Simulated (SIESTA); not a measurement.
Crystal: C.

```
C
1.0
     0.00000    1.78337    1.78337
     1.78337    0.00000    1.78337
     1.78337    1.78337    0.00000
C
2
Direct
  0.75000 0.75000 0.75000
  0.50000 0.50000 0.50000
```

This isn't the form of C at room conditions, which is graphite.

Program: SIESTA 5.4.2. Alike in all runs: task band structure; no spin polarisation; cell as given; k mesh 13 × 13 × 13; smearing fermi-dirac 0.05 eV; grid cutoff 500 Ry; energy shift 0.003 Ry.

Question: Order these runs on this cell by their pressure, lowest first.
A. level PBE; potentials or basis PseudoDojo 0.4 standard (PBE files), SZ (energy shift 0.003 Ry)
B. level PBE; potentials or basis PseudoDojo 0.4 standard (PBE files), TZP (energy shift 0.003 Ry)
C. level vdW-DF-cx; potentials or basis PseudoDojo 0.4 standard (PBE files), DZP (energy shift 0.003 Ry)

Answer: B (6.1 GPa), C (8.4 GPa), A (22.9 GPa).

Caveats: the basis of atomic orbitals isn't converged, which shifts pressures, moduli and gaps; the basis has no polarisation orbitals (some runs); so large a pressure means that the cell lies far from this level's equilibrium, or that cutoff or potentials fall short (some runs); the potentials were made for another functional, which shifts forces and pressure (some runs).
